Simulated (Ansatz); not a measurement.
## TePb: computed properties

Theory: Ansatz, DFT PBE, scalar-relativistic, plane waves, PAW.

Plane waves to 420 eV, a k mesh through Γ of 6×8×6 on the computed 8-atom cell and Gaussian smearing (0.01 eV); no spin polarisation.

The structure is relaxed at this level of theory with its symmetry kept. This form isn't the usual stable structure of the compound.

```cif
data_structure
_symmetry_space_group_name_H-M 'P6_3/mmc'
_symmetry_Int_Tables_number 194
_cell_length_a 4.5695
_cell_length_b 4.5695
_cell_length_c 7.9647
_cell_angle_alpha 90.000
_cell_angle_beta 90.000
_cell_angle_gamma 120.000
_cell_volume 144.02
loop_
_atom_site_label
_atom_site_type_symbol
_atom_site_symmetry_multiplicity
_atom_site_Wyckoff_symbol
_atom_site_fract_x
_atom_site_fract_y
_atom_site_fract_z
_atom_site_occupancy
Te1 Te 2 c 0.66667 0.33333 0.75000 1
Pb1 Pb 2 a 0.00000 0.00000 0.00000 1
```

```json
{
 "Space group": "P6_3/mmc (No. 194)",
 "Volume per atom": "243.0 bohr³",
 "Formation energy from the elements' standard states (uncorrected)": "-0.373 eV/atom",
 "Kohn–Sham band gap": "0.09 eV, indirect from (0.000, 0.333, 0.000) to Γ",
 "Löwdin character of the top 1 eV of the valence band": "Te 5p 78 %, Pb 6s 13 %",
 "Löwdin character of the lowest 1 eV of the conduction band": "Pb 6p 75 %, Te 5p 10 %, Te 5s 10 %",
 "Electron masses at the edge by Cartesian direction of the computed cell, whose vectors are (7.965, 0.000, 0.000), (0.000, 4.571, 0.000), (0.000, 0.000, 7.914) Å (m_e; degenerate bands sorted by energy; no spin-orbit coupling)": "x: 0.047; y: 0.090; z: 0.090",
 "Hole masses at the edge by Cartesian direction of the computed cell, whose vectors are (7.965, 0.000, 0.000), (0.000, 4.571, 0.000), (0.000, 0.000, 7.914) Å (m_e; degenerate bands sorted by energy; no spin-orbit coupling)": "x: 0.16; y: 0.42; z: 0.42",
 "Bader charges (e)": "Te (4 in the cell) -0.71, Pb (4 in the cell) 0.71"
}
```

Spin-orbit coupling is left out, which matters for the bands of heavy elements.

Cost: 3 runs of about 16 core-minutes in all, on Arm Neoverse V1 (shared hosts).